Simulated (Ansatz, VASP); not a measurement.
**Ni in VASP and in Ansatz**

```
Ni
1.0
     2.44802    0.00000    0.00000
    -1.22401    2.12005    0.00000
     0.00000    0.00000    4.07281
Ni
2
Cartesian
  1.2240 0.7067 3.0546
  0.0000 1.4134 1.0182
```

This isn't the form of Ni at room conditions, which is fcc.

Alike in both runs: task single point; functional PBEsol; k mesh 12 × 12 × 7; occupations fermi-dirac, width 0.05 eV; collinear spin.

|  | VASP | Ansatz |
| --- | --- | --- |
| version | VASP 6.6.1 | Ansatz 0.2.0 |
| potentials or method | VASP PAW PBE potentials, release 64 (Ni) | Ansatz PAW |
| plane-wave cutoff (eV) | 520 | 420 |
| valence electrons in the cell | 20 | 36 |

Ansatz gave:

| Item | Value |
| --- | --- |
| gap on the k mesh at the Fermi level (eV) | none |
| pressure (GPa) | -3.0 |
| largest component of the traceless stress (GPa) | 2.67 |
| net moment per atom (μB) | 0.65 |
| size of the moment on the site where the two differ most (μB) | 0.69 |

Question: Estimate VASP's values.

Answer: gap on the k mesh at the Fermi level (eV): none; pressure (GPa): -3.1; largest component of the traceless stress (GPa): 2.59; net moment per atom (μB): 0.63; size of the moment on the site where the two differ most (μB): 0.64.

Site moments also hang on the region over which each program counts them. A gap of «none» marks a metal or a gap that the smearing closes. The two sets of potentials don't hold the same shells in valence.

Caveats: the PAW data sets were made with another functional, which shifts forces and pressure a little (VASP); the PAW data sets come from PBE, with cores solved anew for the run's functional, which leaves a small shift of forces and pressure (Ansatz); the starting moments weren't kept (Ansatz).
